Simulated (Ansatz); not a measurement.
## CdTe: equation of state with BLYP

Crystal: CdTe.

```xyz
2
Lattice="0.0000 3.2050 3.2050 3.2050 0.0000 3.2050 3.2050 3.2050 0.0000" Properties=species:S:1:pos:R:3 pbc="T T T"
Te    4.8075    4.8075    4.8075
Cd    0.0000    0.0000    0.0000
```

```json
{
  "Program": "Ansatz 0.2.0",
  "Task": "equation of state",
  "Functional": "BLYP",
  "Potentials or basis": "Ansatz PAW",
  "Cutoff": "420 eV",
  "Density cutoff": "1680 eV",
  "k mesh": "7 × 7 × 7",
  "Occupations": "fermi-dirac, width 0.05 eV",
  "Spin": "no spin polarisation"
}
```

```json
{"Equilibrium volume": "outside the volumes run"}
```

Energy against volume, from the lowest point:
| volume (Å³/atom) | energy (meV/atom) |
| --- | --- |
| 30.947 | 175.22 |
| 31.605 | 132.75 |
| 32.263 | 96.32 |
| 32.922 | 65.34 |
| 33.580 | 39.27 |
| 34.239 | 17.64 |
| 34.897 | 0.00 |

All runs of the series together: 13 s on 2 threads of Arm Neoverse V1, with other jobs on the host.

Caveat: the potentials were made for another functional, which shifts forces and pressure. The run has no spin-orbit coupling, so splittings on Te are missing.
